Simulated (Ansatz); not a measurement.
## Mg2B3 polymorphs, one row open

Level of theory: Ansatz, DFT PBE, scalar-relativistic, plane waves, PAW. Settings: cutoff 420 eV, Γ-centred meshes spaced at most about 0.3 Å⁻¹, and about 0.25 Å⁻¹ or finer for metals (2π included), Gaussian smearing. No spin polarisation.

These are static total energies at zero pressure. Rows are sorted by volume; energies count from the lowest form computed. Coordination counts B atoms around Mg (those within 1.25 times the shortest such distance or 1.15 times the sum of covalent radii; a plus sign parts nearer from farther groups; the shortest distance is added where it is long for a bond; a slash parts the counts of unlike sites). The table shows 5 of 7 forms computed.

```
row      form    source  atoms     coordination  V (Å³/atom)  gap on mesh (eV)  ΔE (meV/atom)
  1      R-3m  invented      5             Mg 9         11.4                 0              ?
  2     P-3m1  invented      5           Mg 4+3         12.1                 0            277
  3     P-6m2  invented      5         Mg 8/3+6         12.2                 0            727
  4  P4_2/mcm  invented     10             Mg 6         14.1                 0              0
  5    P6/mmm  invented      5  Mg 6 from 2.8 Å         17.2                 0            435
```

The cell of row 1:

```cif
data_structure
_symmetry_space_group_name_H-M 'R-3m:H'
_symmetry_Int_Tables_number 166
_cell_length_a 3.0529
_cell_length_b 3.0529
_cell_length_c 21.1353
_cell_angle_alpha 90.000
_cell_angle_beta 90.000
_cell_angle_gamma 120.000
_cell_volume 170.60
loop_
_atom_site_label
_atom_site_type_symbol
_atom_site_symmetry_multiplicity
_atom_site_Wyckoff_symbol
_atom_site_fract_x
_atom_site_fract_y
_atom_site_fract_z
_atom_site_occupancy
Mg1 Mg 6 c 0.33333 0.66667 0.08134 1
B1 B 3 a 0.00000 0.00000 0.00000 1
B2 B 6 c 0.00000 0.00000 0.16602 1
```

Question: Estimate the missing energy, and say where the row ranks.

Answer: 115 meV/atom, which puts it above row 4 and below row 2. Counting B atoms around Mg, row 1 has Mg 9 and the lowest form (row 4) has Mg 6. Row 1 holds B–B nets (shortest 1.76 Å); the lowest form (row 4) holds B–B chains (shortest 1.57 Å).

An observed structure of this formula, if there is one, may be missing.

Cells relaxed within their symmetry can be saddle points. Some structure types and database cells were kept out of the candidates from the start, so a known form may be missing.
